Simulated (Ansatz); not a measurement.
# Ir(111) with 4 layers of random Ir-Mo, 2x2: scattering by chemical disorder, part 2 of 2

Aim: the residual resistivity of a random alloy, from Ir(111) with 4 layers of random Ir-Mo, 2x2 and longer regions.

Ansatz 0.2.0; Ansatz plane-wave DFT, PBE, PAW files; ballistic transport by layer matching (Landauer), zero bias; PAW set soft_1.

So far. Step 3 (With 8 alloy layers): Over the solved energies the transmission per spin lies between 3.13 and 3.24, out of 6.01 channels of the lead on average (up to 6.26). The log calls the step of a lead's potential too much.

### Step 4. With 12 alloy layers

In 12 layers a share of 0.125 of the sites is given to Mo at random. A fresh draw is used; the growth of the resistance with length is what counts.

System of this step: Ir(111) with 12 layers of random Ir-Mo, 2x2. The cell holds 72 atoms: 66 Ir and 6 Mo. Its edges and angles: a = 5.430 Å, b = 5.430 Å, c = 39.900 Å, α = 90.0°, β = 90.0°, γ = 120.0°. It derives from Ir. Regions: lead, 24 atoms (24 Ir); scattering region, 48 atoms (42 Ir and 6 Mo). The structure is stacked along c, and the current runs across the ab planes.

The input, input.yaml:

```yaml
crystal:
  lattice:
    - [5.4297315514, 0.0, 0.0]
    - [-2.7148657757, 4.7022854592, 0.0]
    - [0.0, 0.0, 39.9002152235]
  atoms:
    - { symbol: Ir, position: [0.0, 0.0, 0.0277777778] }
    - { symbol: Ir, position: [0.0, 0.5, 0.0277777778] }
    - { symbol: Ir, position: [0.5, 0.0, 0.0277777778] }
    - { symbol: Ir, position: [0.5, 0.5, 0.0277777778] }
    - { symbol: Ir, position: [0.1666666667, 0.3333333333, 0.0833333333] }
    - { symbol: Ir, position: [0.1666666667, 0.8333333333, 0.0833333333] }
    - { symbol: Ir, position: [0.6666666667, 0.3333333333, 0.0833333333] }
    - { symbol: Ir, position: [0.6666666667, 0.8333333333, 0.0833333333] }
    - { symbol: Ir, position: [0.3333333333, 0.1666666667, 0.1388888889] }
    - { symbol: Ir, position: [0.3333333333, 0.6666666667, 0.1388888889] }
    - { symbol: Ir, position: [0.8333333333, 0.1666666667, 0.1388888889] }
    - { symbol: Ir, position: [0.8333333333, 0.6666666667, 0.1388888889] }
    - { symbol: Ir, position: [0.0, 0.0, 0.1944444444] }
    - { symbol: Ir, position: [0.0, 0.5, 0.1944444444] }
    - { symbol: Ir, position: [0.5, 0.0, 0.1944444444] }
    - { symbol: Ir, position: [0.5, 0.5, 0.1944444444] }
    - { symbol: Ir, position: [0.1666666667, 0.3333333333, 0.25] }
    - { symbol: Ir, position: [0.1666666667, 0.8333333333, 0.25] }
    - { symbol: Ir, position: [0.6666666667, 0.3333333333, 0.25] }
    - { symbol: Ir, position: [0.6666666667, 0.8333333333, 0.25] }
    - { symbol: Ir, position: [0.3333333333, 0.1666666667, 0.3055555556] }
    - { symbol: Ir, position: [0.3333333333, 0.6666666667, 0.3055555556] }
    - { symbol: Ir, position: [0.8333333333, 0.1666666667, 0.3055555556] }
    - { symbol: Ir, position: [0.8333333333, 0.6666666667, 0.3055555556] }
    - { symbol: Ir, position: [0.0, 0.0, 0.3611111111] }
    - { symbol: Mo, position: [0.0, 0.5, 0.3611111111] }
    - { symbol: Ir, position: [0.5, 0.0, 0.3611111111] }
    - { symbol: Ir, position: [0.5, 0.5, 0.3611111111] }
    - { symbol: Ir, position: [0.1666666667, 0.3333333333, 0.4166666667] }
    - { symbol: Ir, position: [0.1666666667, 0.8333333333, 0.4166666667] }
    - { symbol: Ir, position: [0.6666666667, 0.3333333333, 0.4166666667] }
    - { symbol: Mo, position: [0.6666666667, 0.8333333333, 0.4166666667] }
    - { symbol: Ir, position: [0.3333333333, 0.1666666667, 0.4722222222] }
    - { symbol: Ir, position: [0.3333333333, 0.6666666667, 0.4722222222] }
    - { symbol: Mo, position: [0.8333333333, 0.1666666667, 0.4722222222] }
    - { symbol: Ir, position: [0.8333333333, 0.6666666667, 0.4722222222] }
    - { symbol: Ir, position: [0.0, 0.0, 0.5277777778] }
    - { symbol: Mo, position: [0.0, 0.5, 0.5277777778] }
    - { symbol: Ir, position: [0.5, 0.0, 0.5277777778] }
    - { symbol: Ir, position: [0.5, 0.5, 0.5277777778] }
    - { symbol: Ir, position: [0.1666666667, 0.3333333333, 0.5833333333] }
    - { symbol: Ir, position: [0.1666666667, 0.8333333333, 0.5833333333] }
    - { symbol: Mo, position: [0.6666666667, 0.3333333333, 0.5833333333] }
    - { symbol: Ir, position: [0.6666666667, 0.8333333333, 0.5833333333] }
    - { symbol: Ir, position: [0.3333333333, 0.1666666667, 0.6388888889] }
    - { symbol: Ir, position: [0.3333333333, 0.6666666667, 0.6388888889] }
    - { symbol: Ir, position: [0.8333333333, 0.1666666667, 0.6388888889] }
    - { symbol: Ir, position: [0.8333333333, 0.6666666667, 0.6388888889] }
    - { symbol: Ir, position: [0.0, 0.0, 0.6944444444] }
    - { symbol: Mo, position: [0.0, 0.5, 0.6944444444] }
    - { symbol: Ir, position: [0.5, 0.0, 0.6944444444] }
    - { symbol: Ir, position: [0.5, 0.5, 0.6944444444] }
    - { symbol: Ir, position: [0.1666666667, 0.3333333333, 0.75] }
    - { symbol: Ir, position: [0.1666666667, 0.8333333333, 0.75] }
    - { symbol: Ir, position: [0.6666666667, 0.3333333333, 0.75] }
    - { symbol: Ir, position: [0.6666666667, 0.8333333333, 0.75] }
    - { symbol: Ir, position: [0.3333333333, 0.1666666667, 0.8055555556] }
    - { symbol: Ir, position: [0.3333333333, 0.6666666667, 0.8055555556] }
    - { symbol: Ir, position: [0.8333333333, 0.1666666667, 0.8055555556] }
    - { symbol: Ir, position: [0.8333333333, 0.6666666667, 0.8055555556] }
    - { symbol: Ir, position: [0.0, 0.0, 0.8611111111] }
    - { symbol: Ir, position: [0.0, 0.5, 0.8611111111] }
    - { symbol: Ir, position: [0.5, 0.0, 0.8611111111] }
    - { symbol: Ir, position: [0.5, 0.5, 0.8611111111] }
    - { symbol: Ir, position: [0.1666666667, 0.3333333333, 0.9166666667] }
    - { symbol: Ir, position: [0.1666666667, 0.8333333333, 0.9166666667] }
    - { symbol: Ir, position: [0.6666666667, 0.3333333333, 0.9166666667] }
    - { symbol: Ir, position: [0.6666666667, 0.8333333333, 0.9166666667] }
    - { symbol: Ir, position: [0.3333333333, 0.1666666667, 0.9722222222] }
    - { symbol: Ir, position: [0.3333333333, 0.6666666667, 0.9722222222] }
    - { symbol: Ir, position: [0.8333333333, 0.1666666667, 0.9722222222] }
    - { symbol: Ir, position: [0.8333333333, 0.6666666667, 0.9722222222] }
kpoints:
  mp_grid: { grid: [5, 5, 1] }
hamiltonian:
  xc: pbe
  pseudopotentials: { kind: paw, azcp: { folder: soft_1 } }
scf:
  occupations: { method: fermi_dirac, width: 0.1 }
output:
  transmission:
    leads: [[0, 4]]
    kmesh: [10, 10]
    e_range: [-0.05, 0.05]
    de: 0.05
  write_potential: true
  write_density: true
  volumetric_format: npy
```

The run is started by

```sh
ansatz run input.yaml --threads 4 --pin off --max-ram 15360MiB --backend cpu --events-out ev --progress --plain --runs-dir out
```

Numbers of over 12 decimals in the logs are rounded to 6 here.

The log of the run:

```text
[...]
Crystal: 72 atoms, lattice volume = 1018.738 Å³
Basis set: ecut = 420 eV, 19879 PW (Γ)
Bands: 724, of which v1, the nominal top of the filled ones, is band 603 counted from 1 (602 counted from 0)
Symmetry: 1 space group operations
[...]
k-points: 13 of 25 (time reversal used)
[...]
SCF iter   1: F=—  HF=-817613.176334 eV  |F-HF|=—  |Δ(HF+E_count)|=         —  Δρ=1.05e-1  dr2=1.13e4  ethr=3.10e-3  ⟨swp⟩=5.0  Hψ=28626  notcnv=0  defer=238
[...]
SCF iter  11: F=-817573.016724 eV  HF=-817573.016724 eV  |F-HF|=1.77e-8  |Δ(HF+E_count)|=   1.46e-8  Δρ=4.85e-7  dr2=1.90e-8  ethr=8.29e-12  ⟨swp⟩=7.9  Hψ=24020  notcnv=0
SCF 1 converged in 11 iterations: F = -817573.016724 eV  dr2 = 1.90e-8
[...]
transmission: 376 of 3744 steps passed
transmission: 752 of 3744 steps passed
[...]
transmission: 3744 of 3744 steps passed
SCF converged after 11 iterations
Free energy (F): -817573.016724 eV
[...]
Internal energy: -817571.076713 eV  (E = F + TS)
E sigma→0 (E₀):  -817572.046719 eV
Entropy (-TS):   -1.940011 eV (-26.945 meV/atom)
Fermi energy:    25.608664 eV
[...]
--- Band table (eV; the first three rows and the last of 13) ---
  k-point 0: bands = [... 599 lower, 26.4535, 26.4939, 26.4947, 26.4948, 26.5107, 26.5150, 26.5150, 26.5384, ... 117 higher]
  k-point 1: bands = [... 599 lower, 25.9259, 25.9393, 25.9811, 25.9912, 25.9962, 26.0108, 26.0375, 26.0742, ... 117 higher]
  k-point 2: bands = [... 599 lower, 25.0467, 25.0975, 25.1153, 25.1495, 25.1688, 25.1935, 25.2631, 25.2859, ... 117 higher]
  k-point 12: bands = [... 599 lower, 25.4910, 25.5244, 25.5802, 25.6170, 25.6585, 25.6643, 25.6801, 25.6936, ... 117 higher]
--- Transmission ---
  basis      : 223 plane waves across, 72 finite elements along
  points     : 52, standing for a mesh of 10 x 10
[...]
channels       : 5.780000e0 a spin
[...]
junction   : crystal 0 to crystal 0, 1.52 to 39.20 Å
    transmission   : 2.498814e0 a spin
[...]
```

Wall time 25 min (4 threads of Arm Neoverse V1, shared host); peak memory 9 GiB.

Numbers from this step:

```yaml
free_energy: -817573.0167 eV
energy_at_zero_smearing: -817572.0467 eV
fermi_energy: 25.61 eV
transmission_per_spin_nearest_the_fermi_level: 2.499
open_channels_per_spin_nearest_the_fermi_level: 5.78
step_of_the_lead_s_potential: 4.2 meV
```

Per spin. Table of transmission, zone mean by energy, zero at the Fermi level:

```csv
energy (eV),"transmission, zone mean"
-0.0500,2.54
0.0000,2.50
0.0500,2.48
```

Over the solved energies the transmission per spin lies between 2.48 and 2.54, out of 5.94 channels of the lead on average (up to 6.14).

### Step 5. Resistance against length

This step: Ansatz plane-wave DFT, PBE, PAW files; ballistic transport by layer matching (Landauer), zero bias; residual resistivity from the slope of the area resistance, atoms on the host's lattice; PAW set soft_1 (Ansatz 0.2.0).

Numbers from this step:

* resistivity: 23.44 µΩ cm
* intercept: 0.1151 fΩ m²
* scatter about the fit: 0.02859 fΩ m²

Resistance, by row:

```csv
run,length (Å),T,channels N,RA (fΩ m²)
n4,8.867,3.685,5.98,0.3431
n8,17.73,3.172,6.007,0.4903
n12,26.6,2.509,5.94,0.7588
```

The area resistance by length of the alloy:

```csv
length of the alloy (Å),area resistance (fΩ m²)
8.87,0.343
17.73,0.490
26.60,0.759
```

The area resistance goes from 0.34 to 0.76 fΩ m² between 8.9 and 26.6 Å, a slope of 23 µΩ cm.

By hand from the end points: (0.7588 − 0.3431) fΩ m² / (26.60 − 8.87) Å = 23 µΩ cm, since 1 fΩ m² per Å is 1000 µΩ cm.

### Step 6. Results

* resistivity from the slope: 23.4 µΩ cm
* area resistance over 8.87 Å: 0.343 fΩ m²
* area resistance over 17.7 Å: 0.490 fΩ m²
* area resistance over 26.6 Å: 0.759 fΩ m²

What this shows: The slope gives 23 µΩ cm. The points scatter by 0.029 fΩ m² about the line, with one random draw a length in a 2x2 cell, so the slope is a rough value. The lead's own channel count moves between the runs (5.98, 6.01 and 5.94), which shifts RA and the slope too. Read with a model of isotropic scattering on a spherical Fermi surface and the lead's 1.8×10¹⁵ S/m², this slope means a mean free path near 18 Å; over these lengths the model's slope is within 3 % of its bulk resistivity. The draw over the shortest length came out nearly ordered, with 8 symmetry operations, so that point is a poor sample of a random alloy. The atoms sit on the host's lattice, so scattering by size misfit is left out. Spin-orbit coupling is left out, which matters for Ir. A lead's potential steps by up to 52 meV from period to period, which the log calls too much, so longer leads could move the result.

[Logs are printed without paths, hosts, clocks, repeated set-up lines and the standing remarks that a program may print on its own settings, such as how far it seeks lower states.]

[Hosts, paths, dates, database ids (printed as entryN), source tags and the programs' standing remarks are cut or masked in the printed files.]
